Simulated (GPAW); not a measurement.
Write an ASE script for GPAW 26.7.0 that does the following.

| Quantity | Value |
| --- | --- |
| Task | band structure |
| Functional | PBEint |
| Potentials or basis | PAW data sets generated in the run's folder for this functional |
| Cutoff | 800 eV |
| Basis | pw |
| k mesh | 8 × 8 × 8 |
| Occupations | fermi-dirac, width 0.05 eV |
| Spin | spin-orbit coupling, no magnetisation |
| Maxiter | 150 |
| Band path | GXWKGLUWLK,UX |
| Band points | 80 |
| spin axis theta (degrees) | 0 |
| spin axis phi (degrees) | 0 |
| Soc after scf | second variation |

The structure of BAs lies in BAs.cif:

```cif
data_BAs
_cell_length_a 4.77700000
_cell_length_b 4.77700000
_cell_length_c 4.77700000
_cell_angle_alpha 90.00000000
_cell_angle_beta 90.00000000
_cell_angle_gamma 90.00000000
_space_group_name_H-M_alt 'F-43m'
_space_group_name_Hall 'F -4 2 3'
_space_group_IT_number 216
loop_
_space_group_symop_operation_xyz
'x,y,z'
'y,-x,-z'
'-x,-y,z'
'-y,x,-z'
'x,-y,-z'
'y,x,z'
'-x,y,-z'
'-y,-x,z'
'z,x,y'
'-z,y,-x'
'z,-x,-y'
'-z,-y,x'
'-z,x,-y'
'z,y,x'
'-z,-x,y'
'z,-y,-x'
'y,z,x'
'-x,-z,y'
'-y,z,-x'
'x,-z,-y'
'-y,-z,x'
'x,z,y'
'y,-z,-x'
'-x,z,-y'
'x,y+1/2,z+1/2'
'y,-x+1/2,-z+1/2'
'-x,-y+1/2,z+1/2'
'-y,x+1/2,-z+1/2'
'x,-y+1/2,-z+1/2'
'y,x+1/2,z+1/2'
'-x,y+1/2,-z+1/2'
'-y,-x+1/2,z+1/2'
'z,x+1/2,y+1/2'
'-z,y+1/2,-x+1/2'
'z,-x+1/2,-y+1/2'
'-z,-y+1/2,x+1/2'
'-z,x+1/2,-y+1/2'
'z,y+1/2,x+1/2'
'-z,-x+1/2,y+1/2'
'z,-y+1/2,-x+1/2'
'y,z+1/2,x+1/2'
'-x,-z+1/2,y+1/2'
'-y,z+1/2,-x+1/2'
'x,-z+1/2,-y+1/2'
'-y,-z+1/2,x+1/2'
'x,z+1/2,y+1/2'
'y,-z+1/2,-x+1/2'
'-x,z+1/2,-y+1/2'
'x+1/2,y,z+1/2'
'y+1/2,-x,-z+1/2'
'-x+1/2,-y,z+1/2'
'-y+1/2,x,-z+1/2'
'x+1/2,-y,-z+1/2'
'y+1/2,x,z+1/2'
'-x+1/2,y,-z+1/2'
'-y+1/2,-x,z+1/2'
'z+1/2,x,y+1/2'
'-z+1/2,y,-x+1/2'
'z+1/2,-x,-y+1/2'
'-z+1/2,-y,x+1/2'
'-z+1/2,x,-y+1/2'
'z+1/2,y,x+1/2'
'-z+1/2,-x,y+1/2'
'z+1/2,-y,-x+1/2'
'y+1/2,z,x+1/2'
'-x+1/2,-z,y+1/2'
'-y+1/2,z,-x+1/2'
'x+1/2,-z,-y+1/2'
'-y+1/2,-z,x+1/2'
'x+1/2,z,y+1/2'
'y+1/2,-z,-x+1/2'
'-x+1/2,z,-y+1/2'
'x+1/2,y+1/2,z'
'y+1/2,-x+1/2,-z'
'-x+1/2,-y+1/2,z'
'-y+1/2,x+1/2,-z'
'x+1/2,-y+1/2,-z'
'y+1/2,x+1/2,z'
'-x+1/2,y+1/2,-z'
'-y+1/2,-x+1/2,z'
'z+1/2,x+1/2,y'
'-z+1/2,y+1/2,-x'
'z+1/2,-x+1/2,-y'
'-z+1/2,-y+1/2,x'
'-z+1/2,x+1/2,-y'
'z+1/2,y+1/2,x'
'-z+1/2,-x+1/2,y'
'z+1/2,-y+1/2,-x'
'y+1/2,z+1/2,x'
'-x+1/2,-z+1/2,y'
'-y+1/2,z+1/2,-x'
'x+1/2,-z+1/2,-y'
'-y+1/2,-z+1/2,x'
'x+1/2,z+1/2,y'
'y+1/2,-z+1/2,-x'
'-x+1/2,z+1/2,-y'
loop_
_atom_site_label
_atom_site_type_symbol
_atom_site_symmetry_multiplicity
_atom_site_Wyckoff_symbol
_atom_site_fract_x
_atom_site_fract_y
_atom_site_fract_z
_atom_site_occupancy
As1 As 4 c 0.2500000000 0.2500000000 0.2500000000 1
B1 B 4 a 0.0000000000 0.0000000000 0.0000000000 1
```

One way to write it, as run:

run.py

```python
import numpy as np
import spglib
from ase import Atoms
from ase.dft.bandgap import bandgap
from ase.io import read, write
from ase.units import GPa
from gpaw import GPAW, PW, setup_paths
from gpaw.spinorbit import soc_eigenstates

setup_paths.insert(0, '.')

atoms = read('BAs.cif')
cell, positions, numbers = spglib.find_primitive(
    (atoms.cell[:], atoms.get_scaled_positions(), atoms.numbers), symprec=1e-4)
atoms = Atoms(numbers, cell=cell, scaled_positions=positions, pbc=True)

calc = GPAW(mode=PW(800),
            xc='GGA_X_PBEINT+GGA_C_PBEINT',
            kpts={'size': (8, 8, 8), 'gamma': True},
            occupations={'name': 'fermi-dirac', 'width': 0.05},
            nbands=11,
            convergence={'density': 1e-05, 'energy': 1e-05},
            maxiter=150,
            txt='gpaw.txt')
atoms.calc = calc
energy = atoms.get_potential_energy()
forces = atoms.get_forces()
stress = atoms.get_stress()
calc.write('gs.gpw')
write('result.traj', atoms)
print(f'Energy: {energy:.6f} eV')
print('Forces (eV/A):')
print(forces.round(4))
print('Stress (GPa):', (stress / GPa).round(3))
print('Fermi level:', round(calc.get_fermi_level(), 4), 'eV')
print(f'Gap: {bandgap(calc)[0]:.4f} eV, direct: {bandgap(calc, direct=True)[0]:.4f} eV')

path = atoms.cell.bandpath('GXWKGLUWLK,UX', npoints=80, eps=1e-4)
bs_calc = calc.fixed_density(kpts=path, symmetry='off', nbands=19,
                             convergence={'bands': 'CBM+6.0', 'eigenstates': 1e-6}, txt='bands.txt')
bs = bs_calc.band_structure()
bs.write('bs.json')
print(f'Gap on the path: {bandgap(bs_calc)[0]:.4f} eV')

soc = soc_eigenstates(bs_calc, theta=0, phi=0)
np.savetxt('soc_bands.dat', soc.eigenvalues(), fmt='%.4f')
mesh = soc_eigenstates('gs.gpw', theta=0, phi=0)
np.savetxt('soc_mesh.dat', mesh.eigenvalues(), fmt='%.4f')
print('Fermi level with spin-orbit coupling:', round(mesh.fermi_level, 4), 'eV')
```

Potentials or basis: PAW data sets generated in the run's folder for this functional, pw.

Launch:

```bash
$ gpaw-setup -f GGA_X_PBEINT+GGA_C_PBEINT As B
$ OMP_NUM_THREADS=1 python run.py
```

It gave:

| Quantity | Value |
| --- | --- |
| Pressure | 0.9 GPa |
| Band gap on the k mesh | 1.03 eV, indirect (least direct gap 3.04 eV) |
| Band gap along the path | 1.01 eV, indirect (least direct gap 3.04 eV) |

Caveat: spin-orbit coupling was added after a scalar SCF, so levels and gaps hold it while energy, forces, pressure and moments don't; this program's spin-orbit splittings come out too wide for heavy elements.

Run time: 21 s on 1 thread of Intel(R) Xeon(R) Platinum 8488C (Sapphire Rapids) (shared host), peak memory 0.24 GiB.
